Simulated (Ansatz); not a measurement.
BeO (wurtzite)

```xyz
8
Lattice="5.3810 0.0000 0.0000 -1.3452 2.3300 0.0000 0.0000 0.0000 4.3699" Properties=species:S:1:pos:R:3 pbc="T T T"
Be     1.3452     0.7767     0.0063
Be     4.0357     0.7767     0.0063
Be     0.0000     1.5534     2.1913
Be     2.6905     1.5534     2.1913
O      1.3452     0.7767     2.7257
O      4.0357     0.7767     2.7257
O      0.0000     1.5534     0.5408
O      2.6905     1.5534     0.5408
```

The atoms are displaced by Q × the pattern below (from a DFPT mode at M = (0.5, 0.0, 0.0), largest move 1; Q in Å), at fixed cell. (q is in reciprocal vectors of the primitive cell; the cell shown is doubled to hold the pattern.)

```csv
atom,x,y,z
Be1,0.449,-0.777,0.000
Be2,-0.449,0.777,0.000
Be3,-0.449,0.777,0.000
Be4,0.449,-0.777,0.000
O5,-0.500,0.866,0.000
O6,0.500,-0.866,0.000
O7,0.500,-0.866,0.000
O8,-0.500,0.866,0.000
```

Calculation: r2SCAN (plane waves to 500 eV, PAW, scalar-relativistic; Ansatz, a quantum-chemistry and plane-wave program). k mesh 7×14×8 (Γ-centred), Fermi-Dirac smearing 0.05 eV. Energies are smeared free energies. BeO was relaxed with its symmetry unable to fall. The zero of ΔE is the undisplaced structure.

Give the computed ΔE (meV/cell) and −dE/dQ from forces (eV/Å) at Q (Å) = -0.187, -0.140, -0.093, -0.047, 0.140, 0.280.


```tsv
Q (Å)	ΔE (meV/cell)	−dE/dQ from forces (eV/Å)
-0.187	1521	16.213
-0.140	857	12.227
-0.093	381	8.164
-0.047	95	4.083
0.140	857	-12.227
0.280	3384	-23.497
```

(For displaced atoms, the force is minus the slope of the energy, and its curvature is a force constant, which sets phonon frequencies.)
